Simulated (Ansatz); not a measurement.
# CdSe (F-43m) under strain

CdSe (F-43m) from a database of computed structures, relaxed with r2SCAN in the PAW code Ansatz. The symmetry is F-43m (No. 216, cubic); conventional cell a = 6.136 Å, 28.87 Å³ an atom. Cd has 4 Se at 2.66 Å; Se has 4 Cd at 2.66 Å.

The axes x, y and z are those of this cell:
```
CELL_PARAMETERS angstrom
0.00000 3.06780 3.06780
3.06780 0.00000 3.06780
3.06780 3.06780 0.00000
ATOMIC_POSITIONS crystal
Cd 0.00000 0.00000 0.00000
Se 0.75000 0.75000 0.75000
```

Unstrained: With PBE the gap is 0.555 eV and direct, at Γ. The r2SCAN gap is direct at Γ: 1.037 eV. With HSE06 the gap is 1.483 eV and direct, at Γ. Meshes: PBE 8×8×8, r2SCAN 8×8×8, HSE06 6×6×6. Strains are changes of length per length. After each strain the atoms were relaxed again with r2SCAN within the symmetry that the strain leaves, so tilts or polar shifts that break it weren't tested; points keep the names that they have in the unstrained zone. (Simulation; spin polarisation is off.)

Changes of the least gap in eV (an overlap counts as a negative gap):

| strain | volume change (%) | space group | PBE | r2SCAN | HSE06 | energy rise, r2SCAN (meV/atom) |
| --- | --- | --- | --- | --- | --- | --- |
| isotropic -3.88 % on every length | -11.2 | F-43m | +0.240 | +0.259 | +0.282 | 71.2 |
| isotropic -4.81 % on every length | -13.7 | F-43m | +0.297 | +0.320 | +0.347 | 113.6 |
| uniaxial +4.36 % along z | +4.4 | I-4m2 | -0.138 | -0.147 | -0.159 | 10.9 |
| uniaxial +3.32 % along x | +3.3 | I-4m2 | -0.104 | -0.111 | -0.120 | 6.4 |

Isotropic -3.88 % on every length. HSE06: the gap goes from 1.483 to 1.765 eV (+0.282 eV). Stress change with r2SCAN, compression positive: xx +7.99, yy +7.99, zz +7.99 GPa. For HSE06, dE_g/d ln V = -2.4 eV over this step.

Isotropic -4.81 % on every length. HSE06: the gap goes from 1.483 to 1.830 eV (+0.347 eV). Stress change with r2SCAN, compression positive: xx +10.64, yy +10.64, zz +10.64 GPa. For HSE06, dE_g/d ln V = -2.3 eV over this step.

Uniaxial +4.36 % along z, other directions held. HSE06: the gap goes from 1.483 to 1.324 eV (-0.159 eV); with r2SCAN the top three valence levels at Γ, degenerate before, become 2+1 from the top over 139 meV. Stress change with r2SCAN, compression positive: xx -1.73, yy -1.73, zz -2.62 GPa.

Uniaxial +3.32 % along x, other directions held. HSE06: the gap goes from 1.483 to 1.363 eV (-0.120 eV); with r2SCAN the top three valence levels at Γ, degenerate before, become 2+1 from the top over 106 meV. Stress change with r2SCAN, compression positive: xx -2.02, yy -1.36, zz -1.36 GPa.

Spin-orbit coupling is left out.

The meshes of the hybrids are coarse, so their gaps aren't converged to the digits shown.

The splittings at Γ are without spin-orbit coupling, which regroups them where it is of like size or larger.
